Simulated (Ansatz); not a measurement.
## A series in volume per atom on ZrC

All results are calculated (Ansatz 0.2.0). Periodic Kohn-Sham DFT of a crystal at fixed atoms; pressure and stress are positive in compression; the energy is the free energy less that of spherical unpolarised free atoms; site moments are those in the method's own spheres, positive along +z.

Cell of the first row (space group Fm-3m, No. 225):
```
ZrC
1.0
      0.0000     2.3184     2.3184
      2.3184     0.0000     2.3184
      2.3184     2.3184     0.0000
Zr C
1 1
Direct
  0.50000 0.50000 0.50000
  0.00000 0.00000 0.00000
```

Settings of every row: method all-electron LAPW; functional PBE; relativity scalar; k mesh 15x15x15; filling fermi-dirac; smearing width 0.05 eV; basis error target 0.5 meV/atom; nucleus gaussian.

Atom start moment: 0 on all atoms.

| row | volume per atom (Å³) | energy less free atoms (eV/atom) | pressure (GPa) |
| --- | --- | --- | --- |
| 1 | 12.462 | -9.1052 | 11.298 |
| 2 | 12.722 | ? | ? |
| 3 | 12.981 | -9.125 | 1.235 |
| 4 | 13.241 | -9.1234 | -3.085 |
| 5 | 13.501 | -9.1152 | -6.993 |

Question: what energy less free atoms and pressure should row 2 give?

Worked fit of energy less free atoms. Take u = (V_r/V)^(2/3) − 1 with V_r = 13.111 Å³ an atom, which is twice the finite (Eulerian) strain; such expansions in the strain, on which the Birch-Murnaghan equation of state is built, carry the rest volume and the bulk modulus. The shown rows have u = 0.03442, 0.00667, -0.00656, -0.01935. Least squares give energy less free atoms = −9.12508 − 0.1195 × u + 20.252 × u² eV/atom; a straight line predicts inner rows, each left out in turn, worse (root mean square 0.009 against 5.8e-05 eV/atom). All shown rows lie on it to the printed digit. Its lowest point lies at u = 0.0030, or V = 13.05 Å³ an atom, and the curvature there gives the bulk modulus at fixed shape and fractions, B = (4/9)(1 + u)² E″(u)/V = 222 GPa. The withheld row has u = 0.02028, so the fit gives −9.12508 − 0.1195 × (0.02028) + 20.252 × (0.02028)² = -9.1192 eV/atom.

The calculation gave -9.1191 eV/atom. The fit lies 0.0001 eV/atom (0.51 % of the column's range) below it, one unit of the last digit.

Worked fit of pressure. Take u = (V_r/V)^(2/3) − 1 with V_r = 13.111 Å³ an atom, which is twice the finite (Eulerian) strain; such expansions in the strain, on which the Birch-Murnaghan equation of state is built, carry the rest volume and the bulk modulus. The shown rows have u = 0.03442, 0.00667, -0.00656, -0.01935. Least squares give pressure = −0.9813 + 327.179 × u + 858.58 × u² GPa; a straight line predicts inner rows, each left out in turn, worse (root mean square 0.38 against 0.012 GPa). The rows lie off it by 0.001, -0.004, 0.006, -0.002 (root mean square 0.0038 GPa). The pressure vanishes at u = 0.0030, or V = 13.05 Å³ an atom, and there the bulk modulus at fixed shape and fractions is B = −V dP/dV = (2/3)(1 + u) dP/du = 222 GPa. The withheld row has u = 0.02028, so the fit gives −0.9813 + 327.179 × (0.02028) + 858.58 × (0.02028)² = 6.007 GPa.

The calculation gave 6.013 GPa. The fit lies 0.006 GPa (0.033 % of the column's range) below it; its largest miss of a shown row is 0.006 GPa.
